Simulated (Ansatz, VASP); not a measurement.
## Two plane-wave programs on PbO2

Contents of INCAR:

```
SYSTEM = PbO2
  PREC = Accurate
  ENCUT = 520
  EDIFF = 1E-7
  ISMEAR = -1
  SIGMA = 0.1
  LREAL = .FALSE.
  LASPH = .TRUE.
  NELM = 60
  ALGO = Normal
  ISIF = 2
  LWAVE = .FALSE.
  LCHARG = .FALSE.
  GGA = PE
  NBANDS = 20
```

Contents of KPOINTS:

```
regular mesh
0
G
  6 6 6
  0 0 0
```

Contents of POSCAR:

```
PbO2
1.0
    0.0000000000      2.7019920000      2.7019920000
    2.7019920000      0.0000000000      2.7019920000
    2.7019920000      2.7019920000      0.0000000000
Pb O
1 2
Direct
    0.0000000000      0.0000000000      0.0000000000
    0.2500000000      0.2500000000      0.2500000000
    0.7500000000      0.7500000000      0.7500000000
```

Input for Ansatz:

```yaml
crystal:
  lattice:
    - [0.0, 2.701992, 2.701992]
    - [2.701992, 0.0, 2.701992]
    - [2.701992, 2.701992, 0.0]
  atoms:
    - { symbol: Pb, position: [0.0, 0.0, 0.0] }
    - { symbol: O, position: [0.25, 0.25, 0.25] }
    - { symbol: O, position: [0.75, 0.75, 0.75] }
basis:
  ecutwfc: "18 Ha"
kpoints:
  mp_grid: { grid: [6, 6, 6] }
hamiltonian:
  xc: pbe
scf:
  occupations: { method: fermi_dirac }
  n_extra_bands: 1
output:
  forces: true
  stress: true
  eigenvalues: true
```

Alike in both runs: task single point; functional PBE; k mesh 6 × 6 × 6; no spin polarisation.

|  | VASP | Ansatz |
| --- | --- | --- |
| version | VASP 6.6.1 | Ansatz 0.2.0 |
| potentials or method | VASP PAW PBE potentials, release 64 (Pb_d, O) | scalar-relativistic, plane waves, PAW |
| plane-wave cutoff (eV) | 520 | 490 |
| occupations | fermi-dirac, width 0.1 eV | fermi-dirac |
| valence electrons in the cell | 26 | 26 |

|  | VASP | Ansatz | Ansatz less VASP |
| --- | --- | --- | --- |
| gap on the k mesh at the Fermi level (eV) | none | none | - |
| pressure (GPa) | 0.5 | 0.3 | -0.23 |

A gap of «none» marks a metal or a gap that the smearing closes.

The runs have no spin-orbit coupling, so splittings on Pb are missing.
